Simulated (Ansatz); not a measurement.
The system is Te.

```xyz
3
Lattice="3.8203 -2.1482 0.0000 3.8203 2.1482 0.0000 -0.0943 0.0000 5.9761" Properties=species:S:1:pos:R:3 pbc="T T T"
Te    0.0000    0.0000    0.0000
Te    2.3324    0.0000    2.0248
Te    5.2139    0.0000    3.9513
```

This isn't the form of Te at room conditions, which is trigonal, of chains.

Base run:

| Property | Result |
| --- | --- |
| Program | Ansatz 0.2.0 |
| Functional | r2SCAN |
| Potentials or basis | Ansatz PAW |
| Cutoff | 500 eV (not typed: the program's choice for these potentials) |
| k mesh | 7 × 7 × 5 |
| Occupations | fermi-dirac, width 0.05 eV |
| Spin | no spin polarisation |

Its results: pressure 0.1 GPa.

Question: The run is repeated on the same cell with these changes: functional from r2SCAN to LDA; cutoff from 500 eV (not typed: the program's choice for these potentials) to 420 eV (not typed: the program's choice for these potentials). What comes out?

Answer: Pressure -2.8 GPa.

Caveats: the PAW data sets come from PBE, with cores solved anew for the run's functional, which leaves a small shift of forces and pressure.
